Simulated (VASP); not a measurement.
Wanted: the native input for a VASP 6.6.1 run.

```yaml
Task: relaxation of cell and atoms
Functional: PBEsol
Potentials_or_basis: VASP PAW PBE potentials, release 64 (Ta_pv, Si)
Cutoff: 600 eV
k_mesh: 9 × 9 × 6
Occupations: gaussian, width 0.1 eV
Spin: no spin polarisation
Dipole_correction: no
Further_INCAR_settings: ALGO = Fast; EDIFF = 1e-06; IBRION = 2; EDIFFG = -0.002; NSW = 100; ISIF = 3
```

The structure of TaSi2 (spin) lies in POSCAR:

```
TaSi2
1.0
    4.7839000000      0.0000000000      0.0000000000
   -2.3919500000      4.1429789292      0.0000000000
    0.0000000000      0.0000000000      6.5700000000
Ta Si
3 6
Direct
    0.5000000000      0.0000000000      0.0000000000
    0.5000000000      0.5000000000      0.6666666667
    0.0000000000      0.5000000000      0.3333333333
    0.1589700000      0.3179400000      0.0000000000
    0.8410300000      0.1589700000      0.6666666667
    0.6820600000      0.8410300000      0.3333333333
    0.8410300000      0.6820600000      0.0000000000
    0.1589700000      0.8410300000      0.6666666667
    0.3179400000      0.1589700000      0.3333333333
```

These files were run (other wordings do the same):

INCAR

```
PREC = Accurate
ENCUT = 600
EDIFF = 1E-6
ISMEAR = 0
SIGMA = 0.1
LREAL = F
LASPH = T
NELM = 100
ALGO = Fast
ISIF = 3
LWAVE = F
LCHARG = F
GGA = PS
IBRION = 2
NSW = 100
EDIFFG = -0.002
```

KPOINTS

```
regular mesh
0
Gamma
  9 9 6
```

Potentials or basis: VASP PAW PBE potentials, release 64 (Ta_pv, Si).

The run is started by

```bash
$ cat potpaw_PBE.64/Ta_pv/POTCAR potpaw_PBE.64/Si/POTCAR > POTCAR
$ mpirun -np 1 vasp_std > vasp.out
```

It gave:

```yaml
Relaxed_volume: 14.32 Å³/atom
Relaxed_cell: a = 4.763 Å, b = 4.763 Å, c = 6.561 Å, α = 90.00°, β = 90.00°, γ = 120.00°
Space_group_after_relaxing_to_0.05_Å: P6_422 (No. 181)
Energy_gained_by_relaxing: 0.9 meV/atom
Ionic_steps: 10
Pressure_after_relaxing: 0.0 GPa
Band_gap_on_the_k_mesh: none (metal or under the smearing width)
```

Caveat: the PAW data sets were made with another functional, which shifts forces and pressure a little.

Wall time 11 min on 1 thread of Intel(R) Xeon(R) 6975P-C (Granite Rapids), on a shared host, peak memory 0.43 GiB.
